How far must a germanium crystal be allowed to settle, in its volume and in the places of its atoms, before PBE gives a usable stiffness, binding energy or band gap? The three purposes call for different choices, because a small change in bond length hardly alters the energy but shifts the electron levels strongly.

Germanium in its measured cell (COD, 22.64 Å³/atom) and with single changes to it, atoms not relaxed, in Ansatz 0.2.0 (all-electron LAPW, PBE, scalar-relativistic, no spin). All runs use a 10 × 10 × 10 k mesh, Fermi-Dirac smearing of 0.05 eV and a basis error target of 0.25 meV/atom. Pressure and stress are positive in compression; the free atoms are spherical and unpolarised.

| change from the base run | pressure (GPa) | stress xy (GPa) | energy less free atoms (eV/atom) |
| --- | --- | --- | --- |
| base | 3.65 | 0.00 | -4.494 |
| volume scaled by 0.96 | 7.03 | 0.00 | -4.464 |
| volume scaled by 0.98 | 5.23 | 0.00 | -4.481 |
| volume scaled by 1.02 | 2.23 | 0.00 | -4.502 |
| volume scaled by 1.04 | 0.94 | 0.00 | -4.506 |
| atom 1 (Ge) moved by 0.03 angstrom | 3.69 | 0.99 | -4.491 |
| equal xy, yz and zx shear strains of +4 % | 4.20 | -3.16 | -4.466 |
| xy shear strain of +1 % | 3.66 | -0.86 | -4.493 |

**The volume**

At the measured volume the pressure is 3.65 GPa. It counts as positive in compression, so the crystal pushes outward against a cell that is too small for PBE. The main cause is the functional, which is known to make the bonds of germanium too long; thermal expansion is a much smaller effect and works the other way, since it enlarges the measured cell. A Murnaghan curve, in which the bulk modulus rises linearly with pressure, was fitted to the five rows that differ only in volume. It reaches zero pressure at 5.6 % more volume, or a lattice constant 1.8 % above the measured one, a little beyond the largest cell computed.

This step matters for stiffness. The bulk modulus is 75 GPa at the measured cell but only 59 GPa at zero pressure, since the repulsion that resists compression weakens quickly as the atoms move apart. The measured modulus is roughly 75 GPa, as far as I recall. For the bulk modulus the measured cell is therefore the better choice, provided that its pressure is treated as an offset and only changes of stress are used.

For binding the step is negligible: going to the zero-pressure cell gains about 13 meV per atom out of 4.5 eV. The zero of energy matters far more. The reference atoms are spherical and unpolarised, whereas a real germanium atom lowers its energy by aligning two spins. The energy in the table therefore exaggerates the binding by several tenths of an electronvolt, which no change of cell repairs.

**The band gap**

Here relaxing the volume does harm. The gap on the k mesh is 0.22 eV at 0.98 of the measured volume and 0.04 eV at the measured volume, and it is zero in both expanded cells. The level responsible is an antibonding combination of s orbitals at the centre of the Brillouin zone. Its height comes from the overlap of neighbouring atoms, so it sinks towards the bonding p levels at the valence top when the bonds lengthen.

If both gaps just quoted are direct, which the run at 0.98 doesn't show by itself, this direct gap falls by 0.09 eV for each per cent of volume. Carried on to 0.96, that slope predicts 0.41 eV, and the computed levels there give 0.42 eV, which supports that reading. The smallest gap in that most compressed cell is only 0.31 eV, because another conduction valley, at the zone-boundary point L, now lies lower.

In the other direction the direct gap should close at only 0.4 % more volume. Beyond that, theory expects the s level to lie below the threefold p level and to take two of its electrons. The p level is then partly filled, and the gap is zero by symmetry.

Real germanium has a gap of roughly 0.7 eV, with the conduction minimum at L, so at the measured volume PBE appears to have the two valleys in the wrong order as well. Spin-orbit coupling, which is left out here, would raise the valence top by about 0.1 eV and close even the small gap at the measured volume. None of these cells gives a usable gap. That purpose needs the measured cell, spin-orbit coupling and a method that opens the gap, such as a hybrid functional.

**The places of the atoms**

A change of volume leaves each atom at the centre of a regular tetrahedron, where the forces cancel. An xy shear doesn't. It lengthens the two bonds that point up along z and shortens the two that point down, so the atom is pulled along z. By moving, it trades costly bond stretching for cheaper bond bending. An atom at a centre of inversion, as in rock salt, would feel no such pull.

If the atoms are held at their scaled positions, a 1 % shear gives a shear stress of 0.86 GPa in size, hence a modulus of 86 GPa. The relaxed value follows from the row with one moved atom. A shift of 0.03 Å causes a restoring force of 0.341 eV/Å and a shear stress of 0.99 GPa. The 1 % shear leaves a force of 0.0925 eV/Å on the atom, which therefore moves by

$$u=\frac{0.0925}{0.341/0.03}\approx 0.0081\ \text{Å}.$$

This shift relieves part of the stress, and the modulus becomes

$$C=\frac{0.86-(0.99/0.03)\times 0.0081}{0.01}\approx 59\ \text{GPa}.$$

Relaxation thus removes about 31 % of the held-atom value. The measured modulus is roughly 67 GPa, again as I recall it, so holding the atoms overshoots by more than a quarter and relaxing them falls short by about a tenth. Someone who skipped the relaxation would blame the functional for an error of the wrong sign. The two runs also support each other: the stress caused by moving the atom implies, by reciprocity, a force under shear that agrees with the computed one within 1 %.

**Energy or stress, and how much strain**

The 1 % shear should cost about 0.6 meV per atom, less than the last digit of the tabulated energy, while its stress is resolved to about 1 %. The same holds for compression. The tabulated energies at 2 % less and 2 % more volume give a bulk modulus of 88 GPa that rounding alone could shift by 35 GPa. More digits remove most of that miss, but the basis error of 0.25 meV per atom is still a sizeable part of an energy change of 0.6 meV. For small strains the stress is the quantity to read.

A larger strain makes the energy readable, but its shape decides how soon it leaves the linear range. In the row with three shears of 4 %, the held-atom modulus is 81 GPa from the energy and 79 GPa from the stress, both below the 86 GPa found at 1 %. The force on the atom is 18 % smaller than proportionality predicts, and the pressure has risen by 0.55 GPa. The pressure rise goes as the square of the strain and is expected for any shear. The drop in modulus and force is expected mainly from the shape: three shears together add to the xy stress and the z force a term in the product of the other two, so the error grows in proportion to the strain and changes sign with it. For a single xy shear, symmetry makes both odd in the strain, and the first correction to the modulus is of second order. The bands also overlap in this row, by 0.04 eV. It suits a check of the stress; a modulus to a few per cent needs a single shear, or strains of both signs.

**What the steps cost**

Volume changes keep all 48 symmetry operations of the crystal. The 1 % shear and the moved atom keep 8, so each may need up to six times as many k points, and fewer on a mesh this small, where many points lie on symmetry lines and planes. Two such runs give the relaxed shear modulus, without a sequence of relaxation steps in the sheared cell. The fit and the response estimates are in the output below.

Output of the analysis:

```
fit of P on 5 rows (iso > 0): coefficient of x**(-s) 16.45 +/- 0.036, constant -12.81 +/- 0.036, s 4.575; rms 0.00661, worst volume scaled by 0.98 0.0104, leave-one-out rms 0.0283
  rows outside the fit (model, value, miss): atom 1 (Ge) moved by 0.03 angstrom 3.647, 3.69, -0.0428; equal xy, yz and zx shear strains of +4 % 3.737, 4.2, -0.463; xy shear strain of +1 % 3.649, 3.66, -0.0109
volume at zero pressure over measured volume, Murnaghan: 1.056
the same from a straight line through the last two volumes: 1.055
excess of the PBE lattice constant over the measured one (%): 1.843
bulk modulus at the measured cell, from pressures (GPa): 75
bulk modulus at zero pressure, Murnaghan (GPa): 58.59
energy gained by going to the zero-pressure cell (meV/atom): 13.08
pressure at the measured cell from energies at 0.98 and 1.02 (GPa): 3.715
bulk modulus from the same energies and the base (GPa): 88.46
largest rounding error of that bulk modulus (GPa): 35.38
shear modulus, atoms held, 1 % strain (GPa): 86
shear modulus, atoms held, 4 % strains (GPa): 79
shear modulus, atoms relaxed by linear response (GPa): 59.16
lowering of the shear modulus by relaxation (%): 31.21
force at 1 % shear expected from the moved-atom stress (eV/angstrom): 0.09326
force component at 4 % over four times that at 1 %: 0.8155
energy expected for the 1 % shear (meV/atom): 0.6076
shear modulus from the energy of the 4 % row, pressure work removed (GPa): 80.76
pressure rise in the 4 % shear row (GPa): 0.55
fall of the direct gap per 1 % more volume (eV): 0.09208
direct gap at 0.96 projected from 0.98 and base (eV): 0.4131
direct gap at 0.96 from the printed levels (eV): 0.416
volume ratio at which the direct gap closes: 1.004
```
